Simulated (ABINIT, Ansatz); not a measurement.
# A GW chain in ABINIT: BeTe (F-43m), part 3 of 3

How does a plane-wave GW calculation on BeTe (F-43m) run from the first input to the gap?

ABINIT 10.8.3; PBE and many-body steps on it, plane waves. Known limits of the many-body steps: not at the basis limit; no spin-orbit coupling.

So far. Step 4 (Empty states on the mesh, 6×6×6 mesh, 112 bands): On this mesh the gap is 2.027 eV. Step 5 (Screening, 6×6×6 mesh, 102 bands, screening to 149.7 eV): Local fields lower ε∞ by 14 %.

### Step 6. Self-energy, 6×6×6 mesh, 102 bands, screening to 149.7 eV

The self-energy is evaluated for the states that the input lists, and the levels follow from it, in one-shot runs by the linearised quasiparticle equation.

This step: G0W0 on PBE, plane waves, norm-conserving pseudopotentials.

run.abi reads:

```
acell 3*1.0 Angstrom
rprim 
  -0.000000000000 2.831458787600 2.831458787600
  2.831458787600 0.000000000000 2.831458787600
  2.831458787600 2.831458787600 0.000000000000
ntypat 2
znucl 4 52
natom 2
typat 1 2
xred 
  0.000000000000 0.000000000000 0.000000000000
  0.750000000000 0.750000000000 0.750000000000
pp_dirpath "pseudos"
pseudos "Be.upf, Te.upf"
ecut 49
ngkpt 6 6 6
nshiftk 1
shiftk 0 0 0
kptopt 1
chksymbreak 0
istwfk *1
occopt 1
irdwfk 1
optdriver 4
nband 102
gwcalctyp 0
ecutsigx 49
symsigma 1
nkptgw 2
kptgw 
  0.0000000000 0.0000000000 0.0000000000
  0.5000000000 0.5000000000 0.0000000000
bdgw 
  12 17
  13 16
ecuteps 5.5
irdscr 1
ppmodel 1
indata_prefix "in"
outdata_prefix "out"
tmpdata_prefix "tmp"
```

Launch:

```bash
$ OMP_NUM_THREADS=1 mpirun -n 8 abinit run.abi > log
```

Numbers of over 12 decimals in the logs are rounded to 6 here.

Log:

```text
.Version 10.8.3 of ABINIT. v10.8.2 released Aug 2026.

 Symmetries : space group F-4 3 m (#216); Bravais cF (face-center cubic)
[... echo of the input left out ...]
== DATASET  1 ==================================================================
-   mpi_nproc: 8, omp_nthreads: 1 (-1 if OMP is not activated)

--- !DatasetInfo
iteration_state: {dtset: 1, }
dimensions: {natom: 2, nkpt: 16, mband: 102, nsppol: 1, nspinor: 1, nspden: 1, mpw: 5040, }
cutoff_energies: {ecut:  49.0, pawecutdg:  -1.0, }
electrons: {nelect:   2.80000000E+01, charge:   0.00000000E+00, occopt:   1.00000000E+00, tsmear:   1.00000000E-02, }

 SIGMA: Calculation of the GW corrections

 Based on a program developped by R.W. Godby, V. Olevano, G. Onida, and L. Reining.
 Incorporated in ABINIT by V. Olevano, G.-M. Rignanese, and M. Torrent.
.Using double precision arithmetic ; gwpc =  8

[... cell and pseudopotentials left out ...]
--------------------------------------------------------------------------------

 ==== K-mesh for the wavefunctions ====
 Number of points in the irreducible wedge :    16
[... list of points left out ...]
 Together with 24 symmetry operations and time-reversal symmetry
 yields   216 points in the full Brillouin Zone.

 ==== Q-mesh for screening function ====
 Number of points in the irreducible wedge :    16
[... list of points left out ...]
 Together with 24 symmetry operations and time-reversal symmetry
 yields   216 points in the full Brillouin Zone.

 vcoul_init : cutoff-mode = AUXILIARY_FUNCTION
 q-points for optical limit:   1
     1)      0.000010    0.000020    0.000030
 setmesh: FFT mesh size selected  =    48x   48x   48
          total number of points  =       110592

 Number of electrons calculated from density =   28.0000; Expected =   28.0000
 average of density, n =  0.091390
 r_s =    1.3772
 omega_plasma =   29.1612 [eV]

 === KS Band Gaps ===
  >>>> For spin  1
   Minimum direct gap =   3.6438 [eV], located at k-point      :   0.0000  0.0000  0.0000
   Fundamental gap    =   2.0272 [eV], Top of valence bands at :   0.0000  0.0000  0.0000
                                       Bottom of conduction at :   0.5000  0.5000  0.0000
 SIGMA fundamental parameters:
 PLASMON POLE MODEL  1
 number of plane-waves for SigmaX                 5029
 number of plane-waves for SigmaC and W            169
 number of plane-waves for wavefunctions          5029
 number of bands                                   102
 number of independent spin polarizations            1
 number of spinorial components                      1
 number of k-points in IBZ                          16
 number of q-points in IBZ                          16
 number of symmetry operations                      24
 number of k-points in BZ                          216
 number of q-points in BZ                          216
 number of frequencies for dSigma/dE                 9
 frequency step for dSigma/dE [eV]                0.25
 number of omega for Sigma on real axis              0
 max omega for Sigma on real axis  [eV]           0.00
 zcut for avoiding poles [eV]                     0.10

 EPSILON^-1 parameters (SCR file):
 dimension of the eps^-1 matrix on file            169
 dimension of the eps^-1 matrix used               169
 number of plane-waves for wavefunctions          5029
 number of bands                                   102
 number of q-points in IBZ                          16
 number of frequencies                               2
 number of real frequencies                          1
 number of imag frequencies                          1

 matrix elements of self-energy operator (all in [eV])

 Perturbative Calculation

--- !SelfEnergy_ee
iteration_state: {dtset: 1, }
kpoint     : [   0.000,    0.000,    0.000, ]
spin       : 1
KS_gap     :    3.644
QP_gap     :    4.662
Delta_QP_KS:    1.018
data: !SigmaeeData |
     Band     E0 <VxcDFT>   SigX SigC(E0)      Z dSigC/dE  Sig(E)    E-E0       E
       12   5.603 -13.358 -15.092   0.890   0.805  -0.242 -14.037  -0.680   4.923
       13   5.603 -13.358 -15.092   0.890   0.805  -0.242 -14.037  -0.680   4.923
       14   5.603 -13.358 -15.092   0.890   0.805  -0.242 -14.037  -0.680   4.923
       15   9.247 -10.418  -5.939  -4.058   0.804  -0.244 -10.079   0.339   9.585
       16   9.247 -10.418  -5.939  -4.058   0.804  -0.244 -10.079   0.339   9.585
       17   9.247 -10.418  -5.939  -4.058   0.804  -0.244 -10.079   0.339   9.585

--- !SelfEnergy_ee
iteration_state: {dtset: 1, }
kpoint     : [   0.500,    0.500,    0.000, ]
spin       : 1
KS_gap     :    4.605
QP_gap     :    5.570
Delta_QP_KS:    0.965
data: !SigmaeeData |
     Band     E0 <VxcDFT>   SigX SigC(E0)      Z dSigC/dE  Sig(E)    E-E0       E
       13   3.025 -11.867 -14.660   1.673   0.791  -0.265 -12.753  -0.886   2.139
       14   3.025 -11.867 -14.660   1.673   0.791  -0.265 -12.753  -0.886   2.139
       15   7.630  -8.969  -5.172  -3.700   0.817  -0.223  -8.890   0.079   7.709
       16   8.313  -9.819  -5.887  -3.740   0.812  -0.232  -9.664   0.156   8.468

== END DATASET(S) ==============================================================
================================================================================

 -outvars: echo values of variables after computation  --------
           etotal      0.0000000000E+00
            nband         102
             nkpt          16
          spgroup         216
 [... the other variables as echoed above ...]

 Calculation completed.
```

Run time: 13 s. Hardware: 8 MPI ranks of Arm Neoverse N1, shared host; peak memory 2 GiB; 1.8 min of CPU time.

This step gave:

* G0W0 gap on the points computed: 2.786 eV
* starting gap on the mesh: 2.027 eV
* k of the valence top: 0, 0, 0
* k of the conduction bottom: 0.5, 0.5, 0
* Z at the valence top: 0.805
* Z at the conduction bottom: 0.817
* least direct G0W0 gap on the computed points: 4.662 eV

The gap on the mesh goes from 2.03 eV to 2.79 eV, a correction of +0.76 eV.

Limits: finite bands, cutoff and mesh; no spin-orbit coupling. v1 is the top filled band, c1 the lowest empty one. Levels before and after the correction, in eV, zero at the valence-band top of each column:

|  | conduction bottom | valence top |
| --- | --- | --- |
| Kohn-Sham | 2.03 | 0.00 |
| G0W0 | 2.79 | 0.00 |

|  | level | energy (eV) |
| --- | --- | --- |
| Kohn-Sham | Γ v3-v1 | 0.000 |
| Kohn-Sham | Γ c1-c3 | 3.644 |
| Kohn-Sham | (0.5 0.5 0) v2-v1 | -2.578 |
| Kohn-Sham | (0.5 0.5 0) c1 | 2.027 |
| Kohn-Sham | (0.5 0.5 0) c2 | 2.710 |
| G0W0 | Γ v3-v1 | 0.000 |
| G0W0 | Γ c1-c3 | 4.662 |
| G0W0 | (0.5 0.5 0) v2-v1 | -2.784 |
| G0W0 | (0.5 0.5 0) c1 | 2.786 |
| G0W0 | (0.5 0.5 0) c2 | 3.545 |

### Step 7. Where the time went

Times are wall times on 8 MPI ranks of Arm Neoverse N1, shared host, good to a factor of about two.

| step | time | share | memory (GiB) |
| --- | --- | --- | --- |
| ground state | 15 s | 5 % | 0.66 |
| bands along the symmetry lines | 20 s | 6 % | 0.59 |
| empty states on the mesh | 55 s | 17 % | 0.7 |
| screening | 3.7 min | 68 % | 2.7 |
| self-energy | 13 s | 4 % | 2.0 |

### Step 8. What came out

```yaml
pbe_gap: 2.03 eV, indirect
g0w0_gap_on_the_mesh: 2.79 eV
gw_settings: 6×6×6 mesh, 102 bands, screening to 149.7 eV, Godby-Needs plasmon pole
known_limits: not at the basis limit; no spin-orbit coupling
```

In words: G0W0 moves the gap on the mesh from 2.03 eV to 2.79 eV (+0.76 eV), with Z of 0.81 and 0.82 at the edges. Local fields lower the RPA ε∞ on this mesh from 8.48 to 7.33. Only 2 of the mesh's irreducible points were corrected, so a valley elsewhere could overtake. The dearest step here is «screening». Against experiment, by G0W0@PBE: the gap of 2.79 eV lies −0.01 eV from the measured 2.8 eV (indirect, quoted 1997); the gap of 2.79 eV lies +0.09 eV from the measured 2.7 eV (indirect, quoted 1997). The calculation has static nuclei and no excitons; a measured gap holds zero-point and thermal motion, which mostly lowers it. With atoms this heavy the missing spin-orbit coupling can matter too. Bands and cutoff are finite, so the gap is not at the basis limit. The miss can reach some tenths of an eV and take either sign; the mesh is an error of its own. In the G0W0 run levels were corrected at 2 k points alone, so a gap called «on the mesh» is the least over those, and an edge elsewhere would be missed.

[Paths, hosts, dates, memory and timing lines, banners, echoed tables and standing remarks are left out of the program output.]

[Logs are printed without paths, hosts, clocks, repeated set-up lines and the standing remarks that a program may print on its own settings, such as how far it seeks lower states.]

[Runs of the session that timed out or met a known fault of the program may be left out.]

[Hosts, paths, dates, database ids (printed as entryN), source tags and the programs' standing remarks are cut or masked in the printed files.]

[G0W0 gaps are taken among the corrected bands and points alone; a level outside them can change the order at an edge.]

[Where Ansatz stands beside ABINIT at settings called matched, ABINIT's density can come from a denser mesh and the files from another edition; pairs whose starting gaps differed by over 0.03 eV were left out, so agreement reads better than it is.]
